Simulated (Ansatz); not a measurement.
MgO: do energies and stresses tell the same story?

Level of theory: DFT PBE, scalar-relativistic, plane waves, PAW in Ansatz.

Plane waves to 420 eV, a k mesh through Γ of 9×9×6 on the computed 4-atom cell and Gaussian smearing (0.02 eV); no spin polarisation.

Relaxed cell: P6_3/mmc, a = 3.521 Å, b = 3.521 Å, c = 4.238 Å, α = 90.00°, β = 90.00°, γ = 120.00°, 4 atoms in the primitive cell. This form isn't the usual stable structure of the compound.

Energies at zero smearing and pressures from the stress tensor, at volumes with shape and atoms relaxed:
| V (Å³/atom) | E − E(first) (meV/atom) | P (GPa) |
| --- | --- | --- |
| 10.008 | 0.00 | 20.60 |
| 10.349 | -36.87 | 14.20 |
| 10.691 | -61.15 | 8.72 |
| 11.032 | -74.59 | 4.04 |
| 11.373 | -78.78 | 0.01 |
| 11.714 | -75.05 | -3.45 |
| 12.055 | -64.47 | -6.41 |
| 12.510 | -41.43 | -9.72 |

Check P = −dE/dV between neighbouring volumes, and get the bulk modulus from the pressures alone.

With 1 eV/Å³ = 160.2 GPa:
| middle V (Å³/atom) | −ΔE/ΔV (GPa) | mean P (GPa) |
| --- | --- | --- |
| 10.179 | 17.314 | 17.396 |
| 10.520 | 11.400 | 11.460 |
| 10.861 | 6.315 | 6.380 |
| 11.202 | 1.966 | 2.024 |
| 11.544 | -1.750 | -1.717 |
| 11.885 | -4.971 | -4.926 |
| 12.283 | -8.113 | -8.063 |

The two differ by 0.08 GPa at most. The mean of two end pressures misses the average over a step by about ΔV² P″/12, up to 0.08 GPa here; with that taken off 0.01 GPa remains. Around V = 11.373 Å³/atom, the two neighbours give B = −V ΔP/ΔV = 11.373 × 7.48 / 0.682 = 124.7 GPa, against B0 = 124.0 GPa from the Birch–Murnaghan fit of the energies.